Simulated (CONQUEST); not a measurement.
The system is I.

```
I
1.0
     4.79004    0.00000    0.00000
     0.00000    7.27007    0.00000
     0.00000    0.00000    9.79344
I
8
Direct
  0.14930 0.50000 0.38440
  0.64930 0.00000 0.38440
  0.14930 0.00000 0.11560
  0.64930 0.50000 0.11560
  0.35070 0.00000 0.61560
  0.85070 0.50000 0.61560
  0.35070 0.50000 0.88440
  0.85070 0.00000 0.88440
```

| Quantity | Value |
| --- | --- |
| Program | CONQUEST 1.3 |
| Task | single point |
| Functional | PBEsol |
| Potentials or basis | PseudoDojo NC PBEsol, DZP, grid cutoff 120 Ha |
| k mesh | 6 × 4 × 3 |
| Occupations | fermi-dirac, width 0.05 eV |
| Spin | no spin polarisation |

On this cell: pressure 0.6 GPa; largest force 1.350 eV/Å; band gap on the k mesh 1.11 eV.

The same run follows on a disturbed copy (atoms moved at random, drawn with an rms of 0.05 Å):

```
I
1.0
     4.79004    0.00000    0.00000
     0.00000    7.27007    0.00000
     0.00000    0.00000    9.79344
I
8
Direct
  0.15337 0.50012 0.38295
  0.65337 0.00012 0.38295
  0.15600 0.99635 0.11361
  0.65600 0.49635 0.11361
  0.36079 0.00596 0.61547
  0.86079 0.50596 0.61547
  0.34628 0.49998 0.88219
  0.84628 0.99998 0.88219
```

**Question.** What does the disturbed cell give?

**Answer.** The energy moves by -6.9 meV/atom; pressure 0.4 GPa; largest force 1.417 eV/Å; band gap on the k mesh 1.08 eV.

Forces in eV/Å, atoms in the order of the input:
```
I    0.738 -0.012 -1.209
I    0.738 -0.012 -1.209
I    0.468  0.004  0.941
I    0.468  0.004  0.941
I   -0.736 -0.003  1.189
I   -0.736 -0.003  1.189
I   -0.470  0.011 -0.922
I   -0.470  0.011 -0.922
```

Stress tensor (GPa, compression positive):
```
-0.16 -0.03 -0.34
-0.03 -0.68  0.02
-0.34  0.02  1.95
```

Caveats: the box holds several primitive cells, so bands are folded and the points are those of the box's own zone; spin-orbit coupling is left out, which moves the levels of the heavy elements; an odd mesh through Γ misses points on the zone boundary, where band edges often lie; the basis of atomic orbitals isn't converged, which shifts pressures, moduli and gaps; this functional lacks dispersion, which binds the layers, so the pressure and a relaxed spacing across them are unreliable (some runs); forces of over 1 eV/Å show positions far from the minimum, so gaps and moduli don't describe the material at rest (some runs).
